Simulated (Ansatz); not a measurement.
A plane-wave DFT run in Ansatz 0.2.0 (scalar-relativistic PAW potentials unless the input names others): input and command.

```yaml
crystal:
  lattice:
    - [4.0581567077, 0.0, 0.0]
    - [-2.0290783539, 3.5144668014, 0.0]
    - [0.0, 0.0, 6.6925281924]
  atoms:
    - { symbol: Ge, position: [0.6666666667, 0.3333333333, 0.0179650714] }
    - { symbol: Ge, position: [0.3333333333, 0.6666666667, 0.60761729] }
    - { symbol: Ge, position: [0.6666666667, 0.3333333333, 0.39238271] }
    - { symbol: Ge, position: [0.3333333333, 0.6666666667, 0.9820349286] }
basis:
  ecutwfc: 420
  precision: f64
kpoints:
  mp_grid: { grid: [12, 12, 8] }
hamiltonian:
  xc: pbe
scf:
  occupations: { method: gaussian, width: 0.15 }
  eigensolver: { kind: davidson }
output:
  forces: true
  eigenvalues: true
  stress: true
```

```bash
ansatz run input.yaml --threads 2 --pin off --max-ram 5120MiB --backend cpu --events-out ev --progress --plain --runs-dir out
```

Abridged log:
```
Pseudopotentials: kind: paw
Pseudopotential: Ge, paw, valence charge 14, recommended cutoff 420 eV (normal)
Functional definition: PBE
Crystal: 4 atoms, lattice volume = 95.451 Å³
Basis set: ecut = 420 eV, 1835 PW (Γ), exchange–correlation on 60×60×90 points (8 copies of the dense FFT grid, shifted against one another)
Bands: 34, of which v1, the nominal top of the filled ones, is band 28 counted from 1 (27 counted from 0)
Symmetry: 12 space group operations
Space group: P-3m1 (ITA 164), of the structure as read, at distance tolerance 4.6e-5 Å
k-points: 131 of 1152
Initial density: superposition of atomic densities (neutral atoms: chi_scale 0, normalization atom), corrected by the library's trained network
Initial wavefunctions: pseudopotential atomic-orbital guess
Functional: x = pbe(κ = 0.804, μ = 0.21951497), c = pbe(β = 0.06672455)
SCF iter   1: F=—  HF=-17178.371475 eV  |F-HF|=—  |Δ(HF+E_count)|=         —  Δρ=1.88e-3  dr2=7.64e-3  ethr=1.77e-3  ⟨swp⟩=6.4  Hψ=16853  notcnv=0
SCF iter   2: F=—  HF=-17178.371122 eV  |F-HF|=—  |Δ(HF+E_count)|=   3.53e-4  Δρ=9.92e-4  dr2=1.43e-3  ethr=1.36e-5  ⟨swp⟩=3.1  Hψ=11501  notcnv=0
SCF iter   3: F=—  HF=-17178.370747 eV  |F-HF|=—  |Δ(HF+E_count)|=   3.75e-4  Δρ=3.24e-4  dr2=1.55e-4  ethr=2.56e-6  ⟨swp⟩=3.1  Hψ=11617  notcnv=0
SCF iter   4: F=—  HF=-17178.370720 eV  |F-HF|=—  |Δ(HF+E_count)|=   2.67e-5  Δρ=1.44e-4  dr2=2.68e-5  ethr=2.76e-7  ⟨swp⟩=3.0  Hψ=11789  notcnv=0
SCF iter   5: F=—  HF=-17178.370717 eV  |F-HF|=—  |Δ(HF+E_count)|=   3.35e-6  Δρ=4.05e-5  dr2=2.60e-6  ethr=4.67e-9  ⟨swp⟩=2.1  Hψ=20083  notcnv=0
SCF iter   6: F=-17178.370718 eV  HF=-17178.370718 eV  |F-HF|=6.96e-8  |Δ(HF+E_count)|=   1.59e-6  Δρ=7.30e-6  dr2=8.72e-8  ethr=4.64e-9  ⟨swp⟩=3.0  Hψ=9263  notcnv=0
the search or the solves at the SCF's close seem to have found levels that the self-consistency loop had missed (the run counts 2). By its estimate they hold under 1e-12 electrons; where the run keeps them, the occupations were computed again with them
SCF 1 converged in 6 iterations: F = -17178.370718 eV  dr2 = 8.72e-8
  Residual-converged pass: ⟨swp⟩=3.6  Hψ=11827  notcnv=0  max |occ|·‖R‖ = 6.6e-6 eV (tolerance 6.7e-6 eV) dr2=8.70e-8  dr2_onsite=3.54e-9  max |Δocc| = 8.4e-9
SCF converged after 6 iterations
Free energy (F): -17178.370718 eV
Harris-Foulkes:  -17178.370718 eV  (|F-HF|=6.96e-8)
Internal energy: -17178.351393 eV  (E = F + TS)
E sigma→0 (E₀):  -17178.361056 eV
Entropy (-TS):   -0.019325 eV (-4.831 meV/atom)
Fermi energy:    8.047380 eV
--- Forces (eV/Å), atoms counted from 1 ---
  atom   1  Ge     0.00000000     0.00000000     1.04796336
  atom   2  Ge     0.00000000     0.00000000    -2.59715520
  atom   3  Ge     0.00000000     0.00000000     2.59715520
  atom   4  Ge     0.00000000     0.00000000    -1.04796336
--- Stress (GPa, compression-positive) ---
        3.849534       0.000000       0.000000
        0.000000       3.849534       0.000000
        0.000000       0.000000      -1.310292
  P = ⅓ Tr σ = 2.1296 GPa (21.296 kbar)
```

Apart from outputs and empty bands, the input differs from a reference run on usual settings in scf.eigensolver.kind: not typed → "davidson"; basis.precision: not typed → "f64". The reference, at the same geometry (not necessarily relaxed), gave pressure 2.13 GPa, largest force 2.597 eV/Å, no gap on the mesh. This run converged in 6 SCF iterations (reference: 7) with an energy at zero smearing within 0.01 meV/atom of the reference's, pressure 2.13 GPa, largest force 2.597 eV/Å, no gap on the mesh.

Time: 33 s on 2 threads of Intel(R) Xeon(R) Processor @ 2.50GHz (Skylake/Cascade Lake), on a shared host, peak memory 0.54 GiB.